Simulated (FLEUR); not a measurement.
MnS under changes of volume

One of the cells (17.233 Å³/atom); the others are scaled copies at fixed shape and fractional positions:

```
Mn S
1.0
     1.83000    1.05655    2.97092
    -1.83000    1.05655    2.97092
     0.00000   -2.11310    2.97092
Mn S
1 1
Cartesian
  0.0000 0.0000 0.0000
  0.0000 0.0000 4.4564
```

The cell is a database's computed one.

| Item | Value |
| --- | --- |
| Program | FLEUR MaX-R8.1 (later development tree) |
| Functional | PBE |
| Potentials or basis | all-electron |
| Basis | FLAPW |
| Kmax | 4.03 1/bohr |
| k mesh | 9 × 9 × 9 |
| Occupations | fermi-dirac, width 0.05 eV |
| Spin | collinear spin, ferromagnetic start |
| Starting moments | [4.0, 0.0] μB |

| volume (Å³/atom) | energy over the lowest point (meV/atom) | moment (μB per cell) |
| --- | --- | --- |
| 16.199 | 2.67 | 4.45 |
| 16.543 | 0.34 | 4.53 |
| 16.888 | 0.00 | 4.60 |
| 17.233 | ? | ? |
| 17.577 | 6.24 | 4.70 |
| 17.922 | 12.86 | 4.75 |
| 18.267 | 21.35 | 4.78 |

Question: What does the run at 17.233 Å³/atom give?

Answer: Energy over the lowest point 1.94 meV/atom; moment 4.66 μB per cell.

Worked out: A Birch-Murnaghan fit of order 3 (a polynomial in V^(-2/3)) to the other rows has its minimum at 16.75 Å³/atom with B0 = V·E''(V) = 50 GPa (rough, since the energies scatter) at fixed shape and positions, which overstates the stiffness. It gives 2.06 meV/atom at 17.233 Å³/atom, against the run's 1.94. A parabola through the other rows of the moment, of slope 0.159 μB per Å³/atom there, gives 4.66 μB, against the run's 4.66.

Energies are extrapolated to zero smearing.

Caveats: the plane-wave cutoff is short for the semicore states, which can make moduli rough; a cell with one magnetic atom can't hold antiferromagnetic order, which such compounds often take.
